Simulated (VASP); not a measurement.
# La2O3 (P-62m) in VASP: a series of runs

The runs below take La2O3 through single point, with PBE.

Everything below comes from runs of VASP 6.6.1. Logs are shortened: lines on timing, memory, paths and dates and some standing lists are left out, and cuts for length are marked.

## 1. The crystal as given

Symmetry: P-62m, No. 189, hexagonal system. Conventional cell: a = 6.267 Å, b = 6.267 Å, c = 3.300 Å, α = 90.00°, β = 90.00°, γ = 120.00°. La (site symmetry -6) has 6 O at 2.45 Å as nearest neighbours. O (site symmetry m2m) is surrounded by 4 La at 2.45 Å.

The cell comes from a database or a generator and needn't be the stable form of this composition.

## 2. Single point, PBE

File INCAR:

```
SYSTEM = La2O3
PREC = Accurate ; ENCUT = 520
EDIFF = 1E-6 ; ISMEAR = 0
SIGMA = 0.01 ; LREAL = .FALSE.
LASPH = .TRUE. ; NELM = 100
ALGO = Normal ; ISIF = 2
LWAVE = .FALSE. ; LCHARG = .TRUE.
GGA = PE ; LELF = .TRUE.
LVHAR = .TRUE. ; NBANDS = 28
```

File KPOINTS:

```
Automatic mesh
0
G
  3 3 5
  0 0 0
```

File POSCAR:

```
La2O3
1.0
    6.2667802800      0.0000000000      0.0000000000
   -3.1333901400      5.4271909200      0.0000000000
    0.0000000000      0.0000000000      3.2997660000
La O
2 3
Direct
    0.3333333304      0.6666666704      0.5000000000
    0.6666666696      0.3333333296      0.5000000000
    0.4919859996      0.4919859996      0.0000000000
    0.0000000000      0.5080140004      0.0000000000
    0.5080140005      0.0000000000      0.0000000000
```

Potentials or basis: VASP PAW PBE potentials, release 64 (La, O).

The run is started by

```
$ cat potpaw_PBE.64/La/POTCAR potpaw_PBE.64/O/POTCAR > POTCAR
$ mpirun -np 1 vasp_std > vasp.out
```

OUTCAR:

```text
SYSTEM = La2O3
   PREC = Accurate
   ENCUT = 520
   EDIFF = 1E-6
   ISMEAR = 0
   LREAL = .FALSE.
   LASPH = .TRUE.
   NELM = 100
   ISIF = 2
   GGA = PE

 ion  position               nearest neighbor table
   1  0.333  0.667  0.500-   5 2.45   5 2.45   4 2.45   4 2.45   3 2.45   3 2.45   2 3.62   2 3.62
                             2 3.62
   2  0.667  0.333  0.500-   5 2.45   5 2.45   4 2.45   4 2.45   3 2.45   3 2.45   1 3.62   1 3.62
                             1 3.62
   3  0.492  0.492  0.000-   2 2.45   2 2.45   1 2.45   1 2.45
   4  0.000  0.508  0.000-   1 2.45   1 2.45   2 2.45   2 2.45
   5  0.508  0.000  0.000-   2 2.45   2 2.45   1 2.45   1 2.45

  LATTYP: Found a hexagonal cell.
 ALAT       =     6.2667802800
 C/A-ratio  =     0.5265488580

  Lattice vectors:

 A1 = (   6.2667802800,   0.0000000000,   0.0000000000)
 A2 = (  -3.1333901400,   5.4271909200,   0.0000000000)
 A3 = (   0.0000000000,   0.0000000000,   3.2997660000)

Analysis of symmetry for initial positions (statically):
=====================================================================
 Subroutine PRICEL returns:
 Original cell was already a primitive cell.

 Routine SETGRP: Setting up the symmetry group for a
 hexagonal supercell.

 Subroutine GETGRP returns: Found 12 space group operations
 (whereof 12 operations were pure point group operations)
 out of a pool of 24 trial point group operations.

The static configuration has the point symmetry D_3h.

Analysis of symmetry for dynamics (positions and initial velocities):
=====================================================================
 Subroutine PRICEL returns:
 Original cell was already a primitive cell.

 Routine SETGRP: Setting up the symmetry group for a
 hexagonal supercell.

 Subroutine GETGRP returns: Found 12 space group operations
 (whereof 12 operations were pure point group operations)
 out of a pool of 24 trial point group operations.

The dynamic configuration has the point symmetry D_3h.

 Subroutine INISYM returns: Found 12 space group operations
 (whereof 12 operations are pure point group operations),
 and found     1 'primitive' translations

----------------------------------------------------------------------------------------

                                     Primitive cell

  volume of cell :     112.2284

  direct lattice vectors                    reciprocal lattice vectors
     6.266780280  0.000000000  0.000000000     0.159571575  0.092128692  0.000000000
    -3.133390140  5.427190920  0.000000000     0.000000000  0.184257384  0.000000000
     0.000000000  0.000000000  3.299766000     0.000000000  0.000000000  0.303051792

  length of vectors
     6.266780280  6.266780278  3.299766000     0.184257384  0.184257384  0.303051792

  position of ions in fractional coordinates (direct lattice)
     0.333333330  0.666666670  0.500000000
     0.666666670  0.333333330  0.500000000
     0.491986000  0.491986000  0.000000000
     0.000000000  0.508014000  0.000000000
     0.508014000  0.000000000  0.000000000

  ion indices of the primitive-cell ions
   primitive index   ion index
                 1           1
                 2           2
                 3           3
                 4           4
                 5           5

----------------------------------------------------------------------------------------

 KPOINTS: Automatic mesh

Automatic generation of k-mesh.
 Grid dimensions read from file:
 generate k-points for:    3    3    5

 Generating k-lattice:

  Cartesian coordinates                     Fractional coordinates (reciprocal lattice)
     0.053190525  0.030709564  0.000000000     0.333333333  0.000000000  0.000000000
     0.000000000  0.061419128  0.000000000     0.000000000  0.333333333  0.000000000
     0.000000000  0.000000000  0.060610358     0.000000000  0.000000000  0.200000000

  Length of vectors
     0.061419128  0.061419128  0.060610358

  Shift w.r.t. Gamma in fractional coordinates (k-lattice)
     0.000000000  0.000000000  0.000000000

 Subroutine IBZKPT returns following result:
 ===========================================

 Found      9 irreducible k-points:

 Following reciprocal coordinates:
            Coordinates               Weight
  0.000000  0.000000  0.000000      1.000000
  0.333333  0.000000  0.000000      6.000000
  0.333333  0.333333  0.000000      2.000000
  0.000000  0.000000  0.200000      2.000000
  0.333333  0.000000  0.200000     12.000000
  0.333333  0.333333  0.200000      4.000000
  0.000000  0.000000  0.400000      2.000000
  0.333333  0.000000  0.400000     12.000000
  0.333333  0.333333  0.400000      4.000000
   k-points           NKPTS =      9   k-points in BZ     NKDIM =      9   number of bands    NBANDS=     28
   number of dos      NEDOS =    301   number of ions     NIONS =      5
   total plane-waves  NPLWV =  64512
   dimension x,y,z NGX =    48 NGY =   48 NGZ =   28
   dimension x,y,z NGXF=    96 NGYF=   96 NGZF=   56
   ions per type =               2   3
   NGX,Y,Z   is equivalent  to a cutoff of  12.73, 12.73, 14.11 a.u.
   NGXF,Y,Z  is equivalent  to a cutoff of  25.47, 25.47, 28.21 a.u.
 SYSTEM =  La2O3
   PREC   = accura    normal or accurate (medium, high low for compatibility)
   ISTART =      0    job   : 0-new  1-cont  2-samecut
   ICHARG =      2    charge: 1-file 2-atom 10-const
   ISPIN  =      1    spin polarized calculation?
   LNONCOLLINEAR =      F non collinear calculations
   LSORBIT =      F    spin-orbit coupling
   LASPH  =      T    aspherical Exc in radial PAW
   ENCUT  =  520.0 eV  38.22 Ry    6.18 a.u.  11.65 11.65  6.14*2*pi/ulx,y,z
   NELM   =    100;   NELMIN=  2; NELMDL= -5     # of ELM steps
   EDIFF  = 0.1E-05   stopping-criterion for ELM
   LREAL  =      F    real-space projection
   EDIFFG = 0.1E-04   stopping-criterion for IOM
   NSW    =      0    number of steps for IOM
   IBRION =     -1    ionic relax: 0-MD 1-quasi-New 2-CG
   NFREE  =      0    steps in history (QN), initial steepest desc. (CG)
   ISIF   =      2    stress and relaxation
   ISYM   =      2    0-nonsym 1-usesym 2-fastsym
   POTIM  = 0.5000    time-step for ionic-motion
   TEBEG  =    0.0;   TEEND  =   0.0 temperature during run
   PSTRESS=    0.0 pullay stress
   NELECT =      40.0000    total number of electrons
   NUPDOWN=      -1.0000    fix difference up-down
   EMIN   =  10.00;   EMAX   =-10.00  energy-range for DOS
   EFERMI =   0.00;   METHOD = LEGACY
   ISMEAR =     0;   SIGMA  =   0.01  broadening in eV -4-tet -1-fermi 0-gaus
   EFERMI_NEDOS =   21; number of points for ismear=-14 and -15
   IALGO  =     38    algorithm
   IMIX   =      4    mixing-type and parameters
     AMIX     =   0.40;   BMIX     =  1.00
     AMIX_MAG =   1.60;   BMIX_MAG =  1.00
  volume/ion in A,a.u.               =      22.45       151.47
  Fermi-wavevector in a.u.,A,eV,Ry     =   1.160719  2.193442 18.330716  1.347270
  Thomas-Fermi vector in A             =   2.297299
   LORBIT       =      0    0 simple, 1 ext, 2 COOP (PROOUT), +10 PAW based schemes
   GGA     = PE    functional components
   LHFCALC =     F    Hartree Fock is set to
   AEXX    =    0.0000 exact exchange contribution
   IVDW    =     0    specifies the selected vdW correction
   LEPSILON=     F    determine dielectric tensor
   LRPA    =     F    only Hartree local field effects (RPA)
 non-spin polarized calculation
 Gauss-broadening in eV      SIGMA  =   0.01
  energy-cutoff  :      520.00
  volume of cell :      112.23
 maximum number of plane-waves:      3045
 NGX is ok and might be reduce to    48
   NGX = 23   NGY = 23   NGZ = 13

 number of electron      39.9999994 magnetization

 Free energy of the ion-electron system (eV)
  ---------------------------------------------------
  ext. energy  EPLUGINS =         0.00000000
  ---------------------------------------------------
  free energy    TOTEN  =       -40.74433487 eV

  energy without entropy =      -40.74433487  energy(sigma->0) =      -40.74433487

 E-fermi :   3.2154     XC(G=0):  -8.3383

 val. band max:        3.1599045764   @ k =   0.0000   0.0000   0.4000
 cond. band min:       4.9515048589   @ k =   0.0000   0.0000   0.0000
 fundamental gap:      1.7916002825
 Fermi energy:         3.2153626552

 k-point     1 :       0.0000    0.0000    0.0000
  band No.  band energies     occupation
      1     -27.1364      2.00000
      2     -26.9114      2.00000
      3     -14.0923      2.00000
      4     -14.0923      2.00000
      5     -12.4562      2.00000
      6     -10.6684      2.00000
[... 20 lines left out ...]
     27       8.2211      0.00000
     28       8.2514      0.00000

 k-point     2 :       0.3333    0.0000    0.0000
  band No.  band energies     occupation
      1     -27.0902      2.00000
      2     -26.9604      2.00000
      3     -14.1045      2.00000
      4     -13.8409      2.00000
      5     -12.9453      2.00000
      6     -10.6076      2.00000
[... 20 lines left out ...]
     27       8.2451      0.00000
     28       8.2592      0.00000

 k-point     3 :       0.3333    0.3333    0.0000
  band No.  band energies     occupation
      1     -27.0260      2.00000
      2     -27.0260      2.00000
      3     -14.1171      2.00000
      4     -13.4365      2.00000
      5     -13.4365      2.00000
      6     -10.5467      2.00000
[... 20 lines left out ...]
     27       8.2022      0.00000
     28       8.2552      0.00000

 k-point     4 :       0.0000    0.0000    0.2000
  band No.  band energies     occupation
      1     -27.0254      2.00000
      2     -26.8186      2.00000
      3     -13.7590      2.00000
      4     -13.7590      2.00000
      5     -13.4555      2.00000
      6     -10.5374      2.00000
[... 113 lines left out ...]
     27       7.8970      0.00000
     28       7.9060      0.00000

 k-point     8 :       0.3333    0.0000    0.4000
  band No.  band energies     occupation
      1     -26.7989      2.00000
      2     -26.6988      2.00000
      3     -14.3875      2.00000
      4     -13.5362      2.00000
      5     -12.9251      2.00000
      6     -11.2460      2.00000
[... 20 lines left out ...]
     27       8.0306      0.00000
     28       8.1082      0.00000

 k-point     9 :       0.3333    0.3333    0.4000
  band No.  band energies     occupation
      1     -26.7492      2.00000
      2     -26.7492      2.00000
      3     -14.0267      2.00000
      4     -14.0267      2.00000
      5     -12.9308      2.00000
      6     -10.8512      2.00000
[... 20 lines left out ...]
     27       8.1057      0.00000
     28       8.1296      0.00000

------------------------ aborting loop because EDIFF is reached ----------------------------------------

  FORCE on cell =-STRESS in cart. coord.  units (eV):
  Direction    XX          YY          ZZ          XY          YZ          ZX
  --------------------------------------------------------------------------------------
  -------------------------------------------------------------------------------------
  Total        1.8612554      1.8612554      0.2162189      0.0000000     -0.0000000      0.0000000
  in kB       26.5713633     26.5713633      3.0867511      0.0000000     -0.0000000      0.0000000
  external PRESSURE =      18.7431592 kB  Pullay stress =       0.0000000 kB

 VOLUME and BASIS-vectors are now :
 -----------------------------------------------------------------------------
  energy-cutoff  :      520.00
  volume of cell :      112.23
      direct lattice vectors                 reciprocal lattice vectors
     6.266780280  0.000000000  0.000000000     0.159571575  0.092128692  0.000000000
    -3.133390140  5.427190920  0.000000000     0.000000000  0.184257384  0.000000000
     0.000000000  0.000000000  3.299766000     0.000000000  0.000000000  0.303051792

 POSITION                                       TOTAL-FORCE (eV/Angst)
 -----------------------------------------------------------------------------------
     -0.00000      3.61813      1.64988         0.000000      0.000000     -0.000000
      3.13339      1.80906      1.64988         0.000000      0.000000     -0.000000
      1.54158      2.67010      0.00000         0.023695      0.041042      0.000000
     -1.59181      2.75709      0.00000         0.023695     -0.041042     -0.000000
      3.18361      0.00000      0.00000        -0.047391      0.000000     -0.000000
 -----------------------------------------------------------------------------------
    total drift:                               -0.000001     -0.000000     -0.000000

  FREE ENERGIE OF THE ION-ELECTRON SYSTEM (eV)
  ---------------------------------------------------
  free  energy   TOTEN  =       -40.7443348695 eV

  energy  without entropy=      -40.7443348695  energy(sigma->0) =      -40.74433487
```

It took 34 s on 1 thread of Intel Xeon Platinum 8488C (Sapphire Rapids), shared host; peak memory 0.24 GiB.

What came out:

```
Free energy            : -40.7443 eV
Pressure               : 1.9 GPa
Largest force          : 0.047 eV/Å
Band gap on the k mesh : 1.79 eV, indirect (least direct gap 2.05 eV)
```

Forces in eV/Å, atoms in the order of the input:
```
La   0.000  0.000  0.000
La   0.000  0.000  0.000
O    0.024  0.041  0.000
O    0.024 -0.041  0.000
O   -0.047  0.000  0.000
```

Levels at points of the mesh, in eV from the valence-band top:
```csv
k point,band 17,band 18,band 19,band 20,band 21,band 22,band 23,band 24
"(0.00, 0.00, 0.00)",-0.76,-0.76,-0.46,-0.26,1.79,3.74,4.26,4.26
```

Caveat: spin-orbit coupling is left out, which moves the levels of the heavy elements; an odd mesh through Γ misses points on the zone boundary, where band edges often lie.

## 3. Single point, PBE

File INCAR:

```
ALGO     = Normal         # electronic algorithm
EDIFF    = 1E-6           # SCF threshold, eV
ENCUT    = 520            # plane-wave cutoff, eV
GGA      = PE             # functional
ISIF     = 2              # what is computed and relaxed
ISMEAR   = 0              # smearing method
LASPH    = T              # aspherical terms in the spheres
LCHARG   = T              # write CHGCAR
LELF     = T              # ELF
LREAL    = F              # projectors in reciprocal space
LVHAR    = T            
LWAVE    = F              # write WAVECAR
NBANDS   = 28             # bands
NELM     = 100            # most SCF steps
PREC     = Accurate       # precision mode
SIGMA    = 0.01           # smearing width, eV
```

File KPOINTS:

```
k-points
0
Gamma
  3 3 5
```

POSCAR is that of step 2.

Potentials or basis: VASP PAW PBE potentials, release 64 (La, O).

The run is started by

```
$ cat potpaw_PBE.64/La/POTCAR potpaw_PBE.64/O/POTCAR > POTCAR
$ mpirun -np 1 vasp_std > vasp.out
```

Wall time 34 s (1 thread of Intel Xeon Platinum 8488C (Sapphire Rapids), shared host); peak memory 0.24 GiB.

It converged, with:

| Item | Value |
| --- | --- |
| Free energy | -40.7443 eV |
| Pressure | 1.9 GPa |
| Largest force | 0.047 eV/Å |
| Band gap on the k mesh | 1.79 eV, indirect (least direct gap 2.05 eV) |

Forces on the atoms (eV/Å):
```
La   0.000  0.000  0.000
La   0.000  0.000  0.000
O    0.024  0.041  0.000
O    0.024 -0.041  0.000
O   -0.047  0.000  0.000
```

Stress tensor (GPa, compression positive):
```
2.66 0.00 0.00
0.00 2.66 0.00
0.00 0.00 0.31
```

Levels at points of the mesh, in eV from the valence-band top:
| k point | band 17 | band 18 | band 19 | band 20 | band 21 | band 22 | band 23 | band 24 |
| --- | --- | --- | --- | --- | --- | --- | --- | --- |
| (0.00, 0.00, 0.00) | -0.76 | -0.76 | -0.46 | -0.26 | 1.79 | 3.74 | 4.26 | 4.26 |

Caveat: spin-orbit coupling is left out, which moves the levels of the heavy elements; an odd mesh through Γ misses points on the zone boundary, where band edges often lie.
